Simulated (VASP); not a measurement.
# GaSb (F-43m) in VASP: further runs, part 3 of 3

VASP 6.6.1.

## (6) Band structure, TB-mBJ

POSCAR reads:

```
GaSb                                    
1.0
    0.0000000000      3.0573977441      3.0573977441
    3.0573977441      0.0000000000      3.0573977441
    3.0573977441      3.0573977441      0.0000000000
  Ga              Sb            
     1     1
Direct
     1.0000000000000000    1.0000000000000000    1.0000000000000000
     0.2500000000000000    0.2500000000000000    0.2500000000000000
```

INCAR.step1 reads:

```
  ALGO = Normal
  EDIFF = 1E-5
  ENCUT = 520
  GGA = PE
  ISIF = 2
  ISMEAR = 0
  LASPH = T
  LCHARG = F
  LREAL = F
  LWAVE = T
  NELM = 80
  PREC = Accurate
  SIGMA = 0.03
```

INCAR.step2 reads:

```
  ALGO = Normal
  EDIFF = 1E-7
  ENCUT = 520
  ISIF = 2
  ISMEAR = 0
  ISTART = 1
  LASPH = T
  LCHARG = F
  LREAL = F
  LWAVE = F
  METAGGA = MBJ
  NELM = 80
  PREC = Accurate
  SIGMA = 0.03
```

KPOINTS reads:

```
k-points
0
Gamma
  10 10 10
```

KPOINTS_OPT is that of step 5.

Potentials or basis: VASP PAW PBE potentials, release 64 (Ga_d, Sb).

Launch:

```bash
cat potpaw_PBE.64/Ga_d/POTCAR potpaw_PBE.64/Sb/POTCAR > POTCAR
cp INCAR.step1 INCAR
mpirun -np 1 vasp_std > vasp.out
cp INCAR.step2 INCAR
mpirun -np 1 vasp_std > vasp.out
```

OUTCAR:

```text
EDIFF = 1E-7
   ENCUT = 520
   ISIF = 2
   ISMEAR = 0
   ISTART = 1
   LASPH = T
   LREAL = F
   METAGGA = MBJ
   NELM = 80
   PREC = Accurate

 ion  position               nearest neighbor table
   1  0.000  0.000  0.000-   2 2.65   2 2.65   2 2.65   2 2.65
   2  0.250  0.250  0.250-   1 2.65   1 2.65   1 2.65   1 2.65

  LATTYP: Found a face centered cubic cell.
 ALAT       =     6.1147954882

  Lattice vectors:

 A1 = (   0.0000000000,   3.0573977441,   3.0573977441)
 A2 = (   3.0573977441,   0.0000000000,   3.0573977441)
 A3 = (   3.0573977441,   3.0573977441,   0.0000000000)

Analysis of symmetry for initial positions (statically):
=====================================================================
 Subroutine PRICEL returns:
 Original cell was already a primitive cell.

 Routine SETGRP: Setting up the symmetry group for a
 face centered cubic supercell.

 Subroutine GETGRP returns: Found 24 space group operations
 (whereof 24 operations were pure point group operations)
 out of a pool of 48 trial point group operations.

The static configuration has the point symmetry T_d .

Analysis of symmetry for dynamics (positions and initial velocities):
=====================================================================
 Subroutine PRICEL returns:
 Original cell was already a primitive cell.

 Routine SETGRP: Setting up the symmetry group for a
 face centered cubic supercell.

 Subroutine GETGRP returns: Found 24 space group operations
 (whereof 24 operations were pure point group operations)
 out of a pool of 48 trial point group operations.

The dynamic configuration has the point symmetry T_d .

 Subroutine INISYM returns: Found 24 space group operations
 (whereof 24 operations are pure point group operations),
 and found     1 'primitive' translations

----------------------------------------------------------------------------------------

                                     Primitive cell

  volume of cell :      57.1592

  direct lattice vectors                    reciprocal lattice vectors
     0.000000000  3.057397744  3.057397744    -0.163537767  0.163537767  0.163537767
     3.057397744  0.000000000  3.057397744     0.163537767 -0.163537767  0.163537767
     3.057397744  3.057397744  0.000000000     0.163537767  0.163537767 -0.163537767

  length of vectors
     4.323813355  4.323813355  4.323813355     0.283255721  0.283255721  0.283255721

  position of ions in fractional coordinates (direct lattice)
     0.000000000  0.000000000  0.000000000
     0.250000000  0.250000000  0.250000000

  ion indices of the primitive-cell ions
   primitive index   ion index
                 1           1
                 2           2

----------------------------------------------------------------------------------------

 KPOINTS: k-points

Automatic generation of k-mesh.
 Grid dimensions read from file:
 generate k-points for:   10   10   10

 Generating k-lattice:

  Cartesian coordinates                     Fractional coordinates (reciprocal lattice)
    -0.016353777  0.016353777  0.016353777     0.100000000  0.000000000  0.000000000
     0.016353777 -0.016353777  0.016353777     0.000000000  0.100000000  0.000000000
     0.016353777  0.016353777 -0.016353777     0.000000000  0.000000000  0.100000000

  Length of vectors
[... 38 lines left out ...]
   number of dos      NEDOS =    301   number of ions     NIONS =      2
   total plane-waves  NPLWV =  32768
   dimension x,y,z NGX =    32 NGY =   32 NGZ =   32
   dimension x,y,z NGXF=    64 NGYF=   64 NGZF=   64
   ions per type =               1   1
   NGX,Y,Z   is equivalent  to a cutoff of  12.30, 12.30, 12.30 a.u.
   NGXF,Y,Z  is equivalent  to a cutoff of  24.61, 24.61, 24.61 a.u.
 SYSTEM =  unknown system
   PREC   = accura    normal or accurate (medium, high low for compatibility)
   ISTART =      1    job   : 0-new  1-cont  2-samecut
   ICHARG =      0    charge: 1-file 2-atom 10-const
   ISPIN  =      1    spin polarized calculation?
   LNONCOLLINEAR =      F non collinear calculations
   LSORBIT =      F    spin-orbit coupling
   LASPH  =      T    aspherical Exc in radial PAW
   ENCUT  =  520.0 eV  38.22 Ry    6.18 a.u.   8.04  8.04  8.04*2*pi/ulx,y,z
   NELM   =     80;   NELMIN=  2; NELMDL=  0     # of ELM steps
   EDIFF  = 0.1E-06   stopping-criterion for ELM
   LREAL  =      F    real-space projection
   EDIFFG = 0.1E-05   stopping-criterion for IOM
   NSW    =      0    number of steps for IOM
   IBRION =     -1    ionic relax: 0-MD 1-quasi-New 2-CG
   NFREE  =      0    steps in history (QN), initial steepest desc. (CG)
   ISIF   =      2    stress and relaxation
   ISYM   =      2    0-nonsym 1-usesym 2-fastsym
   POTIM  = 0.5000    time-step for ionic-motion
   TEBEG  =    0.0;   TEEND  =   0.0 temperature during run
   PSTRESS=    0.0 pullay stress
   NELECT =      18.0000    total number of electrons
   NUPDOWN=      -1.0000    fix difference up-down
   EMIN   =  10.00;   EMAX   =-10.00  energy-range for DOS
   EFERMI =   0.00;   METHOD = LEGACY
   ISMEAR =     0;   SIGMA  =   0.03  broadening in eV -4-tet -1-fermi 0-gaus
   EFERMI_NEDOS =   21; number of points for ismear=-14 and -15
   IALGO  =     38    algorithm
   IMIX   =      4    mixing-type and parameters
     AMIX     =   0.40;   BMIX     =  1.00
     AMIX_MAG =   1.60;   BMIX_MAG =  1.00
  volume/ion in A,a.u.               =      28.58       192.86
  Fermi-wavevector in a.u.,A,eV,Ry     =   1.113791  2.104760 16.878442  1.240531
  Thomas-Fermi vector in A             =   2.250379
   LORBIT       =      0    0 simple, 1 ext, 2 COOP (PROOUT), +10 PAW based schemes
   METAGGA = MBJ    functional components
   LHFCALC =     F    Hartree Fock is set to
   AEXX    =    0.0000 exact exchange contribution
   IVDW    =     0    specifies the selected vdW correction
   LEPSILON=     F    determine dielectric tensor
   LRPA    =     F    only Hartree local field effects (RPA)
 non-spin polarized calculation
 Gauss-broadening in eV      SIGMA  =   0.03
  energy-cutoff  :      520.00
  volume of cell :       57.16
 maximum number of plane-waves:      1572
   NGX = 17   NGY = 17   NGZ = 17

 number of electron      17.9999985 magnetization

 Free energy of the ion-electron system (eV)
  ---------------------------------------------------
  ext. energy  EPLUGINS =         0.00000000
  ---------------------------------------------------
  free energy    TOTEN  =       412.69984172 eV

  energy without entropy =      412.69984172  energy(sigma->0) =      412.69984172

 E-fermi :   4.9729     XC(G=0):  -8.7241

 val. band max:        4.8182879444   @ k =   0.0000   0.0000   0.0000
 cond. band min:       5.6868592514   @ k =   0.0000   0.0000   0.0000
 fundamental gap:      0.8685713069
 Fermi energy:         4.9729490502

 k-point     1 :       0.0000    0.0000    0.0000
  band No.  band energies     occupation
      1     -10.5190      2.00000
      2     -10.5189      2.00000
      3     -10.5187      2.00000
      4     -10.4441      2.00000
      5     -10.4441      2.00000
      6      -6.4431      2.00000
      7       4.8175      2.00000
      8       4.8176      2.00000
      9       4.8183      2.00000
     10       5.6869      0.00000
     11       7.9152      0.00000
     12       7.9152      0.00000
     13       7.9187      0.00000
[... 354 lines left out ...]
  band No.  band energies     occupation
      1     -10.5510      2.00000
      2     -10.5017      2.00000
      3     -10.5012      2.00000
      4     -10.4514      2.00000
      5     -10.4412      2.00000
      6      -4.8585      2.00000
      7      -0.4685      2.00000
      8       2.4605      2.00000
      9       2.7382      2.00000
     10       6.5234      0.00000
     11       7.6119      0.00000
     12      11.3992      0.00000
     13      11.8277      0.00000

 [... further k-points ...]

------------------------ aborting loop because EDIFF is reached ----------------------------------------

  FORCE on cell =-STRESS in cart. coord.  units (eV):
  Direction    XX          YY          ZZ          XY          YZ          ZX
  --------------------------------------------------------------------------------------
  -------------------------------------------------------------------------------------
  Total      -69.0239934    -69.0239934    -69.0239934     -0.0000000      0.0000000     -0.0000000
  in kB    -1934.7499604  -1934.7499604  -1934.7499604     -0.0000000      0.0000000     -0.0000000
  external PRESSURE =   -1934.7499604 kB  Pullay stress =       0.0000000 kB

 VOLUME and BASIS-vectors are now :
 -----------------------------------------------------------------------------
  energy-cutoff  :      520.00
  volume of cell :       57.16
      direct lattice vectors                 reciprocal lattice vectors
     0.000000000  3.057397744  3.057397744    -0.163537767  0.163537767  0.163537767
     3.057397744  0.000000000  3.057397744     0.163537767 -0.163537767  0.163537767
     3.057397744  3.057397744  0.000000000     0.163537767  0.163537767 -0.163537767

 POSITION                                       TOTAL-FORCE (eV/Angst)
 -----------------------------------------------------------------------------------
      0.00000      0.00000      0.00000         0.000000      0.000000      0.000000
      1.52870      1.52870      1.52870        -0.000000     -0.000000     -0.000000
 -----------------------------------------------------------------------------------
    total drift:                                0.000413      0.000413      0.000413

  FREE ENERGIE OF THE ION-ELECTRON SYSTEM (eV)
  ---------------------------------------------------
  free  energy   TOTEN  =       412.6998417247 eV

  energy  without entropy=      412.6998417247  energy(sigma->0) =      412.69984172
```

It took 59 s on 1 thread of Intel Xeon 6975P-C (Granite Rapids), shared host; peak memory 0.21 GiB.

Results:

```yaml
Band_gap_on_the_k_mesh: 0.87 eV, direct
Band_gap_along_the_path: 0.87 eV, direct
```

Levels at the corners of the path, in eV from the valence-band top:
```tsv
point	band 6	band 7	band 8	band 9	band 10	band 11	band 12	band 13
Γ	-11.26	0.00	0.00	0.00	0.87	3.10	3.10	3.10
X	-8.87	-6.49	-2.46	-2.46	1.40	1.77	9.19	9.19
X	-8.87	-6.49	-2.46	-2.46	1.40	1.77	9.19	9.19
W	-8.82	-6.35	-3.17	-2.95	4.08	4.68	4.92	5.15
W	-8.82	-6.35	-3.17	-2.95	4.08	4.68	4.92	5.15
K	-8.93	-6.31	-3.42	-2.09	1.90	4.30	7.14	7.16
K	-8.93	-6.31	-3.42	-2.09	1.90	4.30	7.14	7.16
Γ	-11.26	0.00	0.00	0.00	0.87	3.10	3.10	3.10
Γ	-11.26	0.00	0.00	0.00	0.87	3.10	3.10	3.10
L	-9.67	-6.07	-1.10	-1.10	1.01	4.05	4.05	7.25
L	-9.67	-6.07	-1.10	-1.10	1.01	4.05	4.05	7.25
U	-8.93	-6.31	-3.42	-2.09	1.90	4.30	7.14	7.16
U	-8.93	-6.31	-3.42	-2.09	1.90	4.30	7.14	7.16
W	-8.82	-6.35	-3.17	-2.95	4.08	4.68	4.92	5.15
W	-8.82	-6.35	-3.17	-2.95	4.08	4.68	4.92	5.15
L	-9.67	-6.07	-1.10	-1.10	1.01	4.05	4.05	7.25
L	-9.67	-6.07	-1.10	-1.10	1.01	4.05	4.05	7.25
K	-8.93	-6.31	-3.42	-2.09	1.90	4.30	7.14	7.16
U	-8.93	-6.31	-3.42	-2.09	1.90	4.30	7.14	7.16
X	-8.87	-6.49	-2.46	-2.46	1.40	1.77	9.19	9.19
```

Caveat: the PAW data sets were made with another functional, which shifts forces and pressure a little; spin-orbit coupling is left out, which moves the levels of the heavy elements.

## (7) Summary

```tsv
level	potentials or basis	spin	k mesh	further INCAR settings	gap on the mesh (eV)	pressure (GPa)
PBE	VASP PAW PBE potentials, release 64 (Ga_d, Sb)	off	10 × 10 × 10	ALGO = Fast; EDIFF = 1e-07	0.05	2.5
LDA	VASP PAW LDA potentials, release 64 (Ga_d, Sb)	off	10 × 10 × 10	ALGO = Fast; EDIFF = 1e-07	-	-1.5
r2SCAN	VASP PAW PBE potentials, release 64 (Ga_d, Sb)	off	10 × 10 × 10	ALGO = Normal; EDIFF = 1e-07	0.46	0.6
PBE	VASP PAW PBE potentials, release 64 (Ga_d, Sb)	SOC, no magnetisation	6 × 6 × 6	ALGO = Fast; EDIFF = 1e-07	-	2.7
TB-mBJ	VASP PAW PBE potentials, release 64 (Ga_d, Sb)	off	10 × 10 × 10	ALGO = Normal; EDIFF = 1e-07	0.87	-
```

Alike in all rows: task band structure; cell as given; cutoff (eV) 520; smearing gaussian 0.03 eV.

Caveats: spin-orbit coupling is left out, which moves the levels of the heavy elements (some runs); the PAW data sets were made with another functional, which shifts forces and pressure a little (some runs); this crystal is a semiconductor, whose small gap the functional closes, so the metal is an error of the method (some runs).

Total energies depend on the potentials used, so only differences within one code and one set of settings carry meaning.

## (8) Comparison with measurements

Step 2. A measured gap of GaSb is 0.811 eV (direct; 4.2 K; a printed reference work, data compilation); the calculated 0.05 eV misses it by -0.76 eV. Spin-orbit coupling on Ga, Sb is left out. The value is that of PBE, without temperature or zero-point motion. Semilocal functionals fall short of measured gaps as a rule.

Step 3. Measured gap of GaSb: 0.811 eV (direct; 4.2 K; a printed reference work, data compilation). This calculation gives 0.00 eV (-0.81 eV). Spin-orbit coupling on Ga, Sb is left out. The value is that of LDA, without temperature or zero-point motion. Semilocal functionals fall short of measured gaps as a rule.

Step 4. Measured gap of GaSb: 0.811 eV (direct; 4.2 K; a printed reference work, data compilation). This calculation gives 0.46 eV (-0.35 eV). Spin-orbit coupling on Ga, Sb is left out. The value is that of r2SCAN, without temperature or zero-point motion.

Step 6. A measured gap of GaSb is 0.811 eV (direct; 4.2 K; a printed reference work, data compilation); the calculated 0.87 eV misses it by +0.06 eV. Spin-orbit coupling on Ga, Sb is left out. The value is that of TB-mBJ, without temperature or zero-point motion.
